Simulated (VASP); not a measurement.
# ZrB2 (P6/mmm) in VASP: density of states with PBE

Aim: the density of states of ZrB2 with PBE.

Everything below comes from runs of VASP 6.6.1. Logs are shortened: lines on timing, memory, paths and dates and some standing lists are left out, and cuts for length are marked.

## (1) Starting point

Symmetry: P6/mmm, No. 191, hexagonal system. The conventional cell has a = 3.171 Å, b = 3.171 Å, c = 3.544 Å, α = 90.00°, β = 90.00°, γ = 120.00°. Around Zr (site symmetry 6/mmm) lie 12 B at 2.55 Å. Around B (site symmetry -6m2) lie 3 B at 1.83 Å.

## (2) Density of states, PBE

POSCAR

```
ZrB2                                    
1.0
    3.1713552031      0.0000000000      0.0000000000
   -1.5856776016      2.7464741703      0.0000000000
    0.0000000000      0.0000000000      3.5436803993
  Zr              B             
     1     2
Direct
     0.0000000000000000    0.0000000000000000    0.0000000000000000
     0.3333333300000021    0.6666666699999979    0.5000000000000000
     0.6666666699999979    0.3333333300000021    0.5000000000000000
```

INCAR.step1

```
ALGO = Fast ; EDIFF = 1E-7
ENCUT = 520 ; GGA = PE
ISIF = 2 ; ISMEAR = 0
LASPH = T ; LCHARG = T
LMAXMIX = 4 ; LREAL = F
LWAVE = F ; NBANDS = 16
NELM = 60 ; PREC = Accurate
SIGMA = 0.1
```

KPOINTS.step1

```
k-points
0
Gamma
  15 15 12
```

INCAR.step2

```
ALGO = Fast ; EDIFF = 1E-7
ENCUT = 520 ; GGA = PE
ICHARG = 11 ; ISIF = 2
ISMEAR = -5 ; LASPH = T
LCHARG = F ; LMAXMIX = 4
LORBIT = 11 ; LREAL = F
LWAVE = F ; NBANDS = 16
NEDOS = 2001 ; NELM = 60
PREC = Accurate ; SIGMA = 0.1
```

KPOINTS.step2

```
k-points
0
Gamma
  23 23 18
```

Potentials or basis: VASP PAW PBE potentials, release 64 (Zr_sv, B).

Command:

```console
$ cat potpaw_PBE.64/Zr_sv/POTCAR potpaw_PBE.64/B/POTCAR > POTCAR
$ cp INCAR.step1 INCAR
$ cp KPOINTS.step1 KPOINTS
$ mpirun -np 1 vasp_std > vasp.out
$ cp INCAR.step2 INCAR
$ cp KPOINTS.step2 KPOINTS
$ mpirun -np 1 vasp_std > vasp.out
```

OUTCAR:

```text
EDIFF = 1E-7
   ENCUT = 520
   GGA = PE
   ICHARG = 11
   ISIF = 2
   ISMEAR = -5
   LASPH = T
   LORBIT = 11
   LREAL = F
   NELM = 60
   PREC = Accurate

 ion  position               nearest neighbor table
   1  0.000  0.000  0.000-   2 2.55   3 2.55   2 2.55   3 2.55   3 2.55   3 2.55   2 2.55   2 2.55
                             3 2.55   3 2.55   2 2.55   2 2.55
   2  0.333  0.667  0.500-   3 1.83   3 1.83   3 1.83   1 2.55   1 2.55   1 2.55   1 2.55   1 2.55
                             1 2.55
   3  0.667  0.333  0.500-   2 1.83   2 1.83   2 1.83   1 2.55   1 2.55   1 2.55   1 2.55   1 2.55
                             1 2.55

  LATTYP: Found a hexagonal cell.
 ALAT       =     3.1713552031
 C/A-ratio  =     1.1174025526

  Lattice vectors:

 A1 = (   3.1713552031,   0.0000000000,   0.0000000000)
 A2 = (  -1.5856776016,   2.7464741703,   0.0000000000)
 A3 = (   0.0000000000,   0.0000000000,   3.5436803993)

Analysis of symmetry for initial positions (statically):
=====================================================================
 Subroutine PRICEL returns:
 Original cell was already a primitive cell.

 Routine SETGRP: Setting up the symmetry group for a
 hexagonal supercell.

 Subroutine GETGRP returns: Found 24 space group operations
 (whereof 24 operations were pure point group operations)
 out of a pool of 24 trial point group operations.

The static configuration has the point symmetry D_6h.

Analysis of symmetry for dynamics (positions and initial velocities):
=====================================================================
 Subroutine PRICEL returns:
 Original cell was already a primitive cell.

 Routine SETGRP: Setting up the symmetry group for a
 hexagonal supercell.

 Subroutine GETGRP returns: Found 24 space group operations
 (whereof 24 operations were pure point group operations)
 out of a pool of 24 trial point group operations.

The dynamic configuration has the point symmetry D_6h.

 Subroutine INISYM returns: Found 24 space group operations
 (whereof 24 operations are pure point group operations),
 and found     1 'primitive' translations

----------------------------------------------------------------------------------------

                                     Primitive cell

  volume of cell :      30.8656

  direct lattice vectors                    reciprocal lattice vectors
     3.171355203  0.000000000  0.000000000     0.315322610  0.182051594  0.000000000
    -1.585677602  2.746474170  0.000000000     0.000000000  0.364103188  0.000000000
     0.000000000  0.000000000  3.543680399     0.000000000  0.000000000  0.282192491

  length of vectors
[... 96 lines left out ...]
   PSTRESS=    0.0 pullay stress
   NELECT =      18.0000    total number of electrons
   NUPDOWN=      -1.0000    fix difference up-down
   EMIN   =  10.00;   EMAX   =-10.00  energy-range for DOS
   EFERMI =   0.00;   METHOD = LEGACY
   ISMEAR =    -5;   SIGMA  =   0.10  broadening in eV -4-tet -1-fermi 0-gaus
   EFERMI_NEDOS =   21; number of points for ismear=-14 and -15
   IALGO  =     68    algorithm
   IMIX   =      4    mixing-type and parameters
     AMIX     =   0.40;   BMIX     =  1.00
     AMIX_MAG =   1.60;   BMIX_MAG =  1.00
  volume/ion in A,a.u.               =      10.29        69.43
  Fermi-wavevector in a.u.,A,eV,Ry     =   1.367752  2.584676 25.453037  1.870745
  Thomas-Fermi vector in A             =   2.493777
   LORBIT       =     11    0 simple, 1 ext, 2 COOP (PROOUT), +10 PAW based schemes
   GGA     = PE    functional components
   LHFCALC =     F    Hartree Fock is set to
   AEXX    =    0.0000 exact exchange contribution
   IVDW    =     0    specifies the selected vdW correction
   LEPSILON=     F    determine dielectric tensor
   LRPA    =     F    only Hartree local field effects (RPA)
 non-spin polarized calculation
 RMM-DIIS sequential band-by-band and
 Fermi weights with tetrahedron method with Bloechl corrections
  energy-cutoff  :      520.00
  volume of cell :       30.87
 maximum number of plane-waves:       846
 NGX is ok and might be reduce to    24

 number of electron      18.0000000 magnetization

 Free energy of the ion-electron system (eV)
  ---------------------------------------------------
  ext. energy  EPLUGINS =         0.00000000
  ---------------------------------------------------
  free energy    TOTEN  =       -24.97791936 eV

  energy without entropy =      -24.97791936  energy(sigma->0) =      -24.97791936

 E-fermi :  10.5696     XC(G=0): -12.4248

 val. band max:       10.5754537442   @ k =   0.0870   0.0435   0.3333
 cond. band min:      10.4755929772   @ k =   0.1739   0.1304   0.1667
 fundamental gap:     -0.0998607670
 Fermi energy:        10.5695647297

 k-point     1 :       0.0000    0.0000    0.0000
  band No.  band energies     occupation
      1     -38.1655      2.00000
      2     -16.3526      2.00000
      3     -15.7981      2.00000
      4     -15.7981      2.00000
      5      -2.2329      2.00000
      6       7.8775      2.00000
[... 433 lines left out ...]
      3     -15.9992      2.00000
      4     -15.8471      2.00000
      5      -1.7898      2.00000
      6       6.7573      2.00000
[... 8 lines left out ...]
     15      16.9492      0.00000
     16      17.2499      0.00000

 [... further k-points ...]
[... 5 lines left out ...]
  --------------------------------------------------------------------------------------
  -------------------------------------------------------------------------------------
  Total        0.0155818      0.0155818     -0.0028985     -0.0000000      0.0000000      0.0000000
  in kB        0.8088208      0.8088208     -0.1504546     -0.0000000      0.0000000      0.0000000
  external PRESSURE =       0.4890623 kB  Pullay stress =       0.0000000 kB

 VOLUME and BASIS-vectors are now :
 -----------------------------------------------------------------------------
  energy-cutoff  :      520.00
  volume of cell :       30.87
      direct lattice vectors                 reciprocal lattice vectors
     3.171355203  0.000000000  0.000000000     0.315322610  0.182051594  0.000000000
    -1.585677602  2.746474170  0.000000000     0.000000000  0.364103188  0.000000000
     0.000000000  0.000000000  3.543680399     0.000000000  0.000000000  0.282192491

 POSITION                                       TOTAL-FORCE (eV/Angst)
 -----------------------------------------------------------------------------------
      0.00000      0.00000      0.00000         0.000000      0.000000      0.000000
     -0.00000      1.83098      1.77184         0.000000      0.000000      0.000000
      1.58568      0.91549      1.77184        -0.000000      0.000000     -0.000000
 -----------------------------------------------------------------------------------
    total drift:                                0.000000     -0.000000     -0.000000

  FREE ENERGIE OF THE ION-ELECTRON SYSTEM (eV)
  ---------------------------------------------------
  free  energy   TOTEN  =       -24.9779193619 eV

  energy  without entropy=      -24.9779193619  energy(sigma->0) =      -24.97791936

 total charge

# of ion       s       p       d       tot
------------------------------------------
    1        2.167   6.029   1.765   9.962
    2        0.664   1.237   0.000   1.902
    3        0.664   1.237   0.000   1.902
--------------------------------------------------
tot          3.495   8.504   1.765  13.765
```

OUTCAR.step1:

```text
EDIFF = 1E-7
   ENCUT = 520
   GGA = PE
   ISIF = 2
[... 689 lines left out ...]
      0.00000      0.00000      0.00000         0.000000      0.000000      0.000000
     -0.00000      1.83098      1.77184         0.000000      0.000000      0.000000
      1.58568      0.91549      1.77184        -0.000000      0.000000     -0.000000
 -----------------------------------------------------------------------------------
    total drift:                                0.000000     -0.000000     -0.000000

  FREE ENERGIE OF THE ION-ELECTRON SYSTEM (eV)
  ---------------------------------------------------
  free  energy   TOTEN  =       -24.9792860322 eV

  energy  without entropy=      -24.9781802318  energy(sigma->0) =      -24.97873313
```

OSZICAR.step1:

```text
N       E                     dE             d eps       ncg     rms          rms(c)
DAV:   1     0.101800569481E+03    0.10180E+03   -0.96614E+03  6048   0.112E+03
DAV:   2    -0.235440662956E+02   -0.12534E+03   -0.12039E+03  7880   0.289E+02
DAV:   3    -0.276156868263E+02   -0.40716E+01   -0.40530E+01  9536   0.443E+01
[... 19 lines left out ...]
RMM:  23    -0.249792856130E+02   -0.28700E-06   -0.26694E-06  6318   0.314E-03    0.122E-03
RMM:  24    -0.249792856996E+02   -0.86588E-07   -0.20373E-06  6600   0.344E-03    0.669E-04
RMM:  25    -0.249792858444E+02   -0.14479E-06   -0.15656E-06  5478   0.237E-03    0.562E-04
RMM:  26    -0.249792859479E+02   -0.10354E-06   -0.11523E-06  4700   0.183E-03    0.451E-04
RMM:  27    -0.249792860322E+02   -0.84260E-07   -0.97433E-07  4574   0.168E-03
   1 F= -.24979286E+02 E0= -.24978733E+02  d E =-.110580E-02
```

Wall time 1.9 min (1 thread of Intel Xeon 6975P-C (Granite Rapids), shared host); peak memory 0.37 GiB.

What came out:

- Valence electrons inside the program's atomic spheres: Zr 9.96; B 1.90

Levels at points of the mesh, in eV from the Fermi level:
| k point | band 5 | band 6 | band 7 | band 8 | band 9 | band 10 | band 11 | band 12 | band 13 | band 14 |
| --- | --- | --- | --- | --- | --- | --- | --- | --- | --- | --- |
| (0.00, 0.00, 0.00) | -12.80 | -2.69 | -2.69 | -2.67 | -2.46 | 3.30 | 3.30 | 4.05 | 4.05 | 4.78 |
| (0.00, 0.00, 0.50) | -10.80 | -7.04 | -1.04 | -1.04 | 0.26 | 0.26 | 0.69 | 0.69 | 1.69 | 4.97 |

States per cell in windows of 1 eV (zero at the Fermi level; states under -8 eV left out):
| from (eV) | total | Zr1_d | B2_p | B3_p | B2_s | B3_s | Zr1_s |
| --- | --- | --- | --- | --- | --- | --- | --- |
| -8.0 | 0.65 | 0.05 | 0.07 | 0.07 | 0.09 | 0.09 | 0.01 |
| -7.0 | 0.56 | 0.05 | 0.08 | 0.08 | 0.05 | 0.05 | 0.02 |
| -6.0 | 0.81 | 0.08 | 0.14 | 0.14 | 0.03 | 0.03 | 0.04 |
| -5.0 | 1.26 | 0.17 | 0.24 | 0.24 | 0.02 | 0.02 | 0.03 |
| -4.0 | 2.03 | 0.40 | 0.34 | 0.34 | 0.01 | 0.01 | 0.02 |
| -3.0 | 1.51 | 0.43 | 0.20 | 0.20 | 0.00 | 0.00 | 0.00 |
| -2.0 | 0.75 | 0.33 | 0.06 | 0.06 | 0.00 | 0.00 | 0.00 |
| -1.0 | 0.25 | 0.13 | 0.02 | 0.02 | 0.00 | 0.00 | 0.00 |
| 0.0 | 0.55 | 0.28 | 0.04 | 0.04 | 0.00 | 0.00 | 0.00 |
| 1.0 | 1.16 | 0.57 | 0.09 | 0.09 | 0.01 | 0.01 | 0.01 |
| 2.0 | 1.28 | 0.74 | 0.07 | 0.07 | 0.01 | 0.01 | 0.01 |
| 3.0 | 1.60 | 0.96 | 0.09 | 0.09 | 0.02 | 0.02 | 0.01 |
| 4.0 | 1.89 | 1.19 | 0.09 | 0.09 | 0.04 | 0.04 | 0.02 |
| 5.0 | 1.41 | 0.69 | 0.12 | 0.12 | 0.05 | 0.05 | 0.03 |
| 6.0 | 1.74 | 0.67 | 0.17 | 0.17 | 0.08 | 0.08 | 0.05 |
| 7.0 | 1.45 | 0.41 | 0.15 | 0.15 | 0.09 | 0.09 | 0.07 |

Caveat: tetrahedron occupations give inexact forces and stress in metals.
